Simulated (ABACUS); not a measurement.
# Ir (Fm-3m) in ABACUS: notebook

Aim: see how the results for Ir move with the level of theory and the settings. Levels: PBE, r2SCAN, SCAN. Tasks: single point, relaxation of cell and atoms.

Program: ABACUS 3.10.1. These are calculated values, not measurements. Logs are shortened: lines on timing, memory, paths and dates and some standing lists are left out, and cuts for length are marked.

## Step 1: The structure

The structure is cubic, space group Fm-3m (No. 225). Conventional cell: a = 3.831 Å, b = 3.831 Å, c = 3.831 Å, α = 90.00°, β = 90.00°, γ = 90.00°. Around Ir (site symmetry m-3m) lie 12 Ir at 2.71 Å.

## Step 2: Single point, PBE

run_abacus.py

```python
"""ABACUS run from a structure file: ASE reads it, the script writes STRU, KPT and INPUT."""
import re
import subprocess
import spglib
from ase import Atoms
from ase.io import read
from ase.units import Bohr

atoms = read("Ir.cif")
cell, frac, numbers = spglib.standardize_cell((atoms.cell[:], atoms.get_scaled_positions(), atoms.numbers), to_primitive=True, symprec=1e-4)
atoms = Atoms(numbers=numbers, cell=cell, scaled_positions=frac, pbc=True)  # the primitive cell
atoms = atoms[(-atoms.numbers).argsort(kind="stable")]  # ABACUS lists atoms element by element
pseudo = {'Ir': 'Ir.upf'}
orbital = {'Ir': 'Ir_confined-atom_7au_3s2p2d1f.orb'}
magmoms = None
kmesh = [11, 11, 11]
params = {
    'suffix': 'Ir',
    'calculation': 'scf',
    'basis_type': 'lcao',
    'pseudo_dir': './',
    'orbital_dir': './',
    'symmetry': 1,
    'dft_functional': 'pbe',
    'ecutwfc': 100,
    'pseudo_rcut': 10,
    'nspin': 1,
    'nbands': 19,
    'ks_solver': 'scalapack_gvx',
    'smearing_method': 'fd',
    'smearing_sigma': 0.00367493,
    'scf_thr': 1e-07,
    'scf_nmax': 100,
    'mixing_type': 'broyden',
    'mixing_beta': 0.7,
    'cal_force': 1,
    'cal_stress': 1,
    'out_mul': 1,
    'out_chg': 1,
}

symbols = atoms.get_chemical_symbols()
elements = list(dict.fromkeys(symbols))
lines = ["ATOMIC_SPECIES"] + [f"{e} {atoms.get_masses()[symbols.index(e)]:.4f} {pseudo[e]}" for e in elements]
if orbital:
    lines += ["", "NUMERICAL_ORBITAL"] + [orbital[e] for e in elements]
lines += ["", "LATTICE_CONSTANT", f"{1 / Bohr:.10f}", "", "LATTICE_VECTORS"]
lines += [" ".join(f"{x:.10f}" for x in v) for v in atoms.cell]
lines += ["", "ATOMIC_POSITIONS", "Direct"]
for e in elements:
    lines += ["", e, "0.0", str(symbols.count(e))]
    for i, p in enumerate(atoms.get_scaled_positions(wrap=False)):
        if symbols[i] == e:
            mag = "" if magmoms is None else " mag " + " ".join(str(x) for x in (magmoms[i] if isinstance(magmoms[i], list) else [magmoms[i]]))
            lines.append(" ".join(f"{x:.10f}" for x in p) + " 1 1 1" + mag)
open("STRU", "w").write("\n".join(lines) + "\n")
open("KPT", "w").write("K_POINTS\n0\nGamma\n%d %d %d 0 0 0\n" % tuple(kmesh))
open("INPUT", "w").write("INPUT_PARAMETERS\n" + "".join(f"{k:<20s}{v}\n" for k, v in params.items()))

done = subprocess.run(['mpirun', '-np', '4', 'abacus'])
if done.returncode:
    raise SystemExit(done.returncode)
log = open("OUT.Ir/running_scf.log").read()
print("final energy (eV):", re.findall(r"FINAL_ETOT_IS (\S+)", log))
```

Ir.cif

```cif
data_Ir
_cell_length_a 3.83120000
_cell_length_b 3.83120000
_cell_length_c 3.83120000
_cell_angle_alpha 90.00000000
_cell_angle_beta 90.00000000
_cell_angle_gamma 90.00000000
_space_group_name_H-M_alt 'Fm-3m'
_space_group_name_Hall '-F 4 2 3'
_space_group_IT_number 225
loop_
_space_group_symop_operation_xyz
'x,y,z'
'-x,-y,-z'
'-y,x,z'
'y,-x,-z'
'-x,-y,z'
'x,y,-z'
'y,-x,z'
'-y,x,-z'
'x,-y,-z'
'-x,y,z'
'-y,-x,-z'
'y,x,z'
'-x,y,-z'
'x,-y,z'
'y,x,-z'
'-y,-x,z'
'z,x,y'
'-z,-x,-y'
'z,-y,x'
'-z,y,-x'
'z,-x,-y'
'-z,x,y'
'z,y,-x'
'-z,-y,x'
'-z,x,-y'
'z,-x,y'
'-z,-y,-x'
'z,y,x'
'-z,-x,y'
'z,x,-y'
'-z,y,x'
'z,-y,-x'
'y,z,x'
'-y,-z,-x'
'x,z,-y'
'-x,-z,y'
'-y,z,-x'
'y,-z,x'
'-x,z,y'
'x,-z,-y'
'-y,-z,x'
'y,z,-x'
'-x,-z,-y'
'x,z,y'
'y,-z,-x'
'-y,z,x'
'x,-z,y'
'-x,z,-y'
'x,y+1/2,z+1/2'
'-x,-y+1/2,-z+1/2'
'-y,x+1/2,z+1/2'
[... 62 lines left out ...]
'-z+1/2,-x,-y+1/2'
'z+1/2,-y,x+1/2'
'-z+1/2,y,-x+1/2'
'z+1/2,-x,-y+1/2'
'-z+1/2,x,y+1/2'
'z+1/2,y,-x+1/2'
'-z+1/2,-y,x+1/2'
'-z+1/2,x,-y+1/2'
'z+1/2,-x,y+1/2'
'-z+1/2,-y,-x+1/2'
'z+1/2,y,x+1/2'
'-z+1/2,-x,y+1/2'
'z+1/2,x,-y+1/2'
'-z+1/2,y,x+1/2'
'z+1/2,-y,-x+1/2'
'y+1/2,z,x+1/2'
'-y+1/2,-z,-x+1/2'
'x+1/2,z,-y+1/2'
'-x+1/2,-z,y+1/2'
'-y+1/2,z,-x+1/2'
'y+1/2,-z,x+1/2'
'-x+1/2,z,y+1/2'
'x+1/2,-z,-y+1/2'
'-y+1/2,-z,x+1/2'
'y+1/2,z,-x+1/2'
'-x+1/2,-z,-y+1/2'
'x+1/2,z,y+1/2'
'y+1/2,-z,-x+1/2'
'-y+1/2,z,x+1/2'
'x+1/2,-z,y+1/2'
'-x+1/2,z,-y+1/2'
'x+1/2,y+1/2,z'
'-x+1/2,-y+1/2,-z'
'-y+1/2,x+1/2,z'
'y+1/2,-x+1/2,-z'
'-x+1/2,-y+1/2,z'
'x+1/2,y+1/2,-z'
'y+1/2,-x+1/2,z'
'-y+1/2,x+1/2,-z'
'x+1/2,-y+1/2,-z'
'-x+1/2,y+1/2,z'
'-y+1/2,-x+1/2,-z'
'y+1/2,x+1/2,z'
'-x+1/2,y+1/2,-z'
'x+1/2,-y+1/2,z'
'y+1/2,x+1/2,-z'
'-y+1/2,-x+1/2,z'
'z+1/2,x+1/2,y'
'-z+1/2,-x+1/2,-y'
'z+1/2,-y+1/2,x'
'-z+1/2,y+1/2,-x'
'z+1/2,-x+1/2,-y'
'-z+1/2,x+1/2,y'
'z+1/2,y+1/2,-x'
'-z+1/2,-y+1/2,x'
'-z+1/2,x+1/2,-y'
'z+1/2,-x+1/2,y'
'-z+1/2,-y+1/2,-x'
'z+1/2,y+1/2,x'
'-z+1/2,-x+1/2,y'
'z+1/2,x+1/2,-y'
'-z+1/2,y+1/2,x'
'z+1/2,-y+1/2,-x'
'y+1/2,z+1/2,x'
'-y+1/2,-z+1/2,-x'
'x+1/2,z+1/2,-y'
'-x+1/2,-z+1/2,y'
'-y+1/2,z+1/2,-x'
'y+1/2,-z+1/2,x'
'-x+1/2,z+1/2,y'
'x+1/2,-z+1/2,-y'
'-y+1/2,-z+1/2,x'
'y+1/2,z+1/2,-x'
'-x+1/2,-z+1/2,-y'
'x+1/2,z+1/2,y'
'y+1/2,-z+1/2,-x'
'-y+1/2,z+1/2,x'
'x+1/2,-z+1/2,y'
'-x+1/2,z+1/2,-y'
loop_
_atom_site_label
_atom_site_type_symbol
_atom_site_symmetry_multiplicity
_atom_site_Wyckoff_symbol
_atom_site_fract_x
_atom_site_fract_y
_atom_site_fract_z
_atom_site_occupancy
Ir1 Ir 4 a 0.0000000000 0.0000000000 0.0000000000 1
```

Potentials or basis: PseudoDojo NC SR 0.5 PBE stringent, DZP LCAO (the cutoffs set its grid).

Command:

```sh
> OMP_NUM_THREADS=1 python run_abacus.py > log
```

running log:

```text
ABACUS v3.10.1

               Atomic-orbital Based Ab-initio Computation at UStc

 ------------------------------------------------------------------------------------

 READING GENERAL INFORMATION
                           global_out_dir = OUT.Ir/
                           global_in_card = INPUT
                               pseudo_dir = ./
                              orbital_dir = ./
                                    DSIZE = 4
                                    GSIZE = 1

 READING UNITCELL INFORMATION
                                    ntype = 1
                  lattice constant (Bohr) = 1.88973
              lattice constant (Angstrom) = 1

 READING ATOM TYPE 1
                               atom label = Ir
                      L=0, number of zeta = 3
                      L=1, number of zeta = 2
                      L=2, number of zeta = 2
                      L=3, number of zeta = 1
             number of atom for this type = 1

                        TOTAL ATOM NUMBER = 1
DIRECT COORDINATES
    atom                   x                   y                   z     mag                  vx                  vy                  vz
taud_Ir1            0.0000000000        0.0000000000        0.0000000000  0.0000        0.0000000000        0.0000000000        0.0000000000

                          Volume (Bohr^3) = 94.8727
                             Volume (A^3) = 14.0587

 Lattice vectors: (Cartesian coordinate: in unit of a_0)
                   +0             +1.9156             +1.9156
              +1.9156                  +0             +1.9156
              +1.9156             +1.9156                  +0
 Reciprocal vectors: (Cartesian coordinate: in unit of 2 pi/a_0)
            -0.261015           +0.261015           +0.261015
            +0.261015           -0.261015           +0.261015
            +0.261015           +0.261015           -0.261015
 The esolver type has been set to : ksdft_lcao

                PAO radial cut off (Bohr) = 10

 Read in pseudopotential file is Ir.upf
                     pseudopotential type = NC
          exchange-correlation functional = PBE
                 nonlocal core correction = 1
                        valence electrons = 17
                                     lmax = 3
                           number of zeta = 4
                     number of projectors = 8
                           L of projector = 0
                           L of projector = 0
                           L of projector = 1
                           L of projector = 1
                           L of projector = 2
                           L of projector = 2
                           L of projector = 3
                           L of projector = 3
     initial pseudo atomic orbital number = 10

 SETUP THE ELECTRONS NUMBER
            electron number of element Ir = 17
      total electron number of element Ir = 17
            AUTOSET number of electrons:  = 17
                           occupied bands = 9
                                   NLOCAL = 26
                                   NBANDS = 19
[... 143 lines left out ...]
 --------------- sum -------------------
        4            235           2277

 SET NONLOCAL PSEUDOPOTENTIAL PROJECTORS
 max number of nonlocal projetors among all species is 8

 -------------------------------------------
 SELF-CONSISTENT
 -------------------------------------------

 SETUP SEARCHING RADIUS FOR PROGRAM TO SEARCH ADJACENT ATOMS
                  longest orb rcut (Bohr) = 7
   longest nonlocal projector rcut (Bohr) = 2.3
                     search radius (Bohr) = 18.6
              searching radius is (Bohr)) = 18.6
         searching radius unit is (Bohr)) = 1.89
                         PeriodicBoundary = 1
                        Radius(unit:lat0) = 9.84
                                   glayer = [ 6, 6, 6 ]
                             glayer_minus = [ 5, 5, 5 ]

Find the coordinate range of the input atom(unit:lat0).
                                  min_tau = [ -19.2, -19.2, -19.2 ]
                                  max_tau = [ 19.2, 19.2, 19.2 ]
                                BoxNumber = [ 11, 11, 11 ]

 SETUP EXTENDED REAL SPACE GRID FOR GRID INTEGRATION
                          real space grid = [ 36, 36, 36 ]
                 big cell numbers in grid = [ 12, 12, 12 ]
             meshcell numbers in big cell = [ 3, 3, 3 ]
                        extended fft grid = [ 21, 21, 21 ]
                dimension of extened grid = [ 55, 55, 55 ]
                            UnitCellTotal = 125
              Atom number in sub-FFT-grid = 1
    Local orbitals number in sub-FFT-grid = 26
                                ParaV.nnr = 42081
                                 init_chg = atomic

 LCAO ALGORITHM --------------- ION=   1  ELEC=   1--------------------------------

 Density error is 0.0286862819348
----------------------------------------------------------
     Energy           Rydberg                 eV
----------------------------------------------------------
 E_KohnSham     -230.3062634018      -3133.4774673535
 E_Harris       -231.2171317569      -3145.8704671110
 E_Fermi        1.9443814088         26.4546662446
----------------------------------------------------------
[... 58 lines left out ...]
 Density error is 1.36032762051e-08
----------------------------------------------------------
     Energy           Rydberg                 eV
----------------------------------------------------------
 E_KohnSham     -230.3091654826      -3133.5169521884
 E_KS(sigma->0) -230.3086755513      -3133.5102863311
 E_Harris       -230.3091650419      -3133.5169461922
 E_band         -5.7412152528        -78.1132408826
 E_one_elec     -32.5495404933       -442.8592179902
 E_Hartree      29.0171177665        394.7981411610
 E_xc           -43.7591865677       -595.3742771656
 E_Ewald        -183.0165763255      -2490.0682664791
 E_entropy(-TS) -0.0009798626        -0.0133317146
 E_descf        0.0000000000         0.0000000000
 E_exx          0.0000000000         0.0000000000
 E_Fermi        1.9164160662         26.0741782384
----------------------------------------------------------

 charge density convergence is achieved
 final etot is -3133.5169522 eV
 EFERMI = 26.074178238 eV

 STATE ENERGY(eV) AND OCCUPATIONS    NSPIN == 1
 1/56 kpoint (Cartesian) = 0.0000 0.0000 0.0000 (405 pws)
       1       -66.8877     0.00150263
       2       -23.2858     0.00150263
       3       -23.2858     0.00150263
       4       -23.2858     0.00150263
       5        14.9492     0.00150263
       6        22.2325     0.00150263
[... 104 lines left out ...]
       6        22.1537      0.0120210
[... 11 lines left out ...]
      18        64.0268        0.00000
      19        64.0268        0.00000

[... levels at 50 further k points ...]

 correction force for each atom along direction 1 is -2.15062e-14
 correction force for each atom along direction 2 is 9.24532e-14
 correction force for each atom along direction 3 is 1.87273e-13
------------------------------------------------------------------------------------------
 TOTAL-FORCE (eV/Angstrom)
------------------------------------------------------------------------------------------
                       Ir1         0.0000000000         0.0000000000         0.0000000000
------------------------------------------------------------------------------------------

----------------------------------------------------------------
 TOTAL-STRESS (KBAR)
----------------------------------------------------------------
       133.9051706360        -0.0000000000        -0.0000000000
         0.0000000000       133.9051706360        -0.0000000000
         0.0000000000         0.0000000000       133.9051706360
----------------------------------------------------------------
 TOTAL-PRESSURE: 133.905171 KBAR

 --------------------------------------------
 !FINAL_ETOT_IS -3133.5169521884154165 eV
 --------------------------------------------
```

Wall time 4 s (4 MPI ranks of Intel Xeon Platinum 8488C (Sapphire Rapids), shared host); peak memory 0.36 GiB.

What came out:

```yaml
Free_energy: -3133.5170 eV
Pressure: 13.4 GPa
Band_gap_on_the_k_mesh: none (metal or under the smearing width)
```

Caveat: the atomic orbitals were generated for these runs and aren't a published set; the basis of atomic orbitals isn't converged, which shifts pressures, moduli and gaps. Spin-orbit coupling is left out, which matters for the levels of Ir.

## Step 3: Single point, r2SCAN

INPUT

```
INPUT_PARAMETERS
suffix              Ir
calculation         scf
basis_type          pw
pseudo_dir          ./
symmetry            1
dft_functional      MGGA_X_R2SCAN+MGGA_C_R2SCAN
ecutwfc             79
pseudo_rcut         10
nspin               1
nbands              19
ks_solver           dav
smearing_method     fd
smearing_sigma      0.00367493
scf_thr             1e-08
scf_nmax            100
mixing_type         broyden
mixing_beta         0.7
cal_force           1
cal_stress          1
mixing_tau          1
out_chg             1
kpar                4
```

STRU

```
ATOMIC_SPECIES
Ir 192.2170 Ir_ONCV_PBE-1.2.upf

LATTICE_CONSTANT
1.8897261246

LATTICE_VECTORS
0.0000000000 1.9156000000 1.9156000000
1.9156000000 0.0000000000 1.9156000000
1.9156000000 1.9156000000 0.0000000000

ATOMIC_POSITIONS
Cartesian

Ir
0.0
1
0.0000000000 0.0000000000 0.0000000000 1 1 1
```

KPT

```
K_POINTS
0
Gamma
8 8 8 0 0 0
```

Potentials or basis: SG15 ONCV 1.2 PBE, plane waves.

Command:

```sh
> OMP_NUM_THREADS=1 mpirun -np 4 abacus > log
```

It took 11 s on 4 MPI ranks of Intel Xeon Platinum 8488C (Sapphire Rapids), shared host; peak memory 0.24 GiB.

It converged, with:

```
Free energy            : -2890.6863 eV
Pressure               : 4.6 GPa
Band gap on the k mesh : none (metal or under the smearing width)
```

Levels at points of the mesh, in eV from the Fermi level:
| k point | band 5 | band 6 | band 7 | band 8 | band 9 | band 10 | band 11 | band 12 |
| --- | --- | --- | --- | --- | --- | --- | --- | --- |
| (0.00, 0.00, 0.00) | -11.88 | -4.13 | -4.13 | -4.13 | -1.36 | -1.36 | 14.05 | 19.90 |
| (0.50, 0.50, 0.50) | -8.66 | -4.29 | -4.29 | -0.92 | 0.91 | 0.91 | 7.54 | 13.83 |
| (0.50, 0.50, 0.00) | -8.42 | -7.81 | 0.82 | 1.53 | 1.56 | 1.56 | 10.91 | 11.88 |

Caveat: the potentials were made for another functional, which shifts forces and pressure.

[end of part 1 of 2]
